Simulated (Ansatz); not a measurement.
C (lonsdaleite) under strain

C built on the lonsdaleite prototype, relaxed with r2SCAN in the plane-wave code Ansatz. Space group P6_3/mmc (No. 194), hexagonal; a = 2.503 Å, c = 4.169 Å in the conventional setting, 5.66 Å³ an atom. C is surrounded by 4 C at 1.54–1.56 Å.

The axes x, y and z are those of this cell:
```
CELL_PARAMETERS angstrom
2.50320 0.00000 0.00000
-1.25160 2.16783 0.00000
0.00000 0.00000 4.16887
ATOMIC_POSITIONS crystal
C 0.33333 0.66667 0.00023
C 0.66667 0.33333 0.50023
C 0.33333 0.66667 0.37477
C 0.66667 0.33333 0.87477
```

Unstrained: The PBE gap is indirect, 3.323 eV (Γ to K), below the direct gap of 4.995 eV at Γ. With r2SCAN the valence top lies at Γ and the conduction bottom at K, 3.596 eV higher; the smallest vertical gap, at Γ, is 5.241 eV. The HSE06 gap is indirect, 4.377 eV (Γ to K), below the direct gap of 6.340 eV at Γ. Meshes: PBE 12×12×6, r2SCAN 12×12×6, HSE06 9×9×4. Strains are changes of length per length, and xy shears are angles. After each strain the atoms were relaxed again with r2SCAN within the symmetry that the strain leaves, so tilts or polar shifts that break it weren't tested; points keep the names that they have in the unstrained zone. The values are computed, spin-unpolarised, and not measurements.

Changes of the least gap in eV (an overlap counts as a negative gap):
```json
{"strain": "isotropic +0.5 % on every length", "volume change (%)": "+1.5", "space group": "P6_3/mmc", "PBE": "+0.059", "r2SCAN": "+0.058", "HSE06": "+0.060", "energy rise, r2SCAN (meV/atom)": "1.8"}
{"strain": "uniaxial +0.5 % along x", "volume change (%)": "+0.5", "space group": "Cmcm", "PBE": "+0.004", "r2SCAN": "+0.003", "HSE06": "+0.005", "energy rise, r2SCAN (meV/atom)": "0.5"}
{"strain": "xy shear, engineering strain (angle) +5.0 %", "volume change (%)": "-0.1", "space group": "P2_1/m", "PBE": "-0.184", "r2SCAN": "-0.190", "HSE06": "-0.176", "energy rise, r2SCAN (meV/atom)": "25.4"}
{"strain": "epitaxial -2.0 % in the xy plane, free normal strain +0.03 %", "volume change (%)": "-3.9", "space group": "P6_3/mmc", "PBE": "-0.203", "r2SCAN": "-0.198", "HSE06": "-0.200", "energy rise, r2SCAN (meV/atom)": "19.9"}
```

Isotropic +0.5 % on every length. HSE06: the gap goes from 4.377 to 4.437 eV (+0.060 eV); with r2SCAN the top three valence levels at Γ, grouped 2+1 from the top over 499 meV, become 2+1 over 475 meV. Stress change with r2SCAN, compression positive: xx -6.54, yy -6.54, zz -6.62 GPa. For HSE06, dE_g/d ln V = 4.0 eV over this step.

Uniaxial +0.5 % along x, other directions held. HSE06: the gap goes from 4.377 to 4.382 eV (+0.005 eV); with r2SCAN the top three valence levels at Γ, grouped 2+1 from the top over 499 meV, become 1+1+1 over 512 meV. Stress change with r2SCAN, compression positive: xx -6.13, yy -0.46, zz -0.04 GPa.

Xy shear, engineering strain (angle) +5.0 %. HSE06: the gap goes from 4.377 to 4.201 eV (-0.176 eV); the edges go from Γ → K to Γ → (1/3, 0.339, 0); with r2SCAN the top three valence levels at Γ, grouped 2+1 from the top over 499 meV, become 1+1+1 over 683 meV. Stress change with r2SCAN, compression positive: xx +0.91, yy +1.91, zz -0.06, xy -28.76 GPa.

Epitaxial -2.0 % in the xy plane, free normal strain +0.03 %. HSE06: the gap goes from 4.377 to 4.177 eV (-0.200 eV); with r2SCAN the top three valence levels at Γ, grouped 2+1 from the top over 499 meV, become 2+1 over 595 meV. Stress change with r2SCAN, compression positive: xx +29.37, yy +29.37, zz -0.02 GPa.

The meshes of the hybrids are coarse, so their gaps aren't converged to the digits shown.

The splittings at Γ are without spin-orbit coupling, which regroups them where it is of like size or larger.
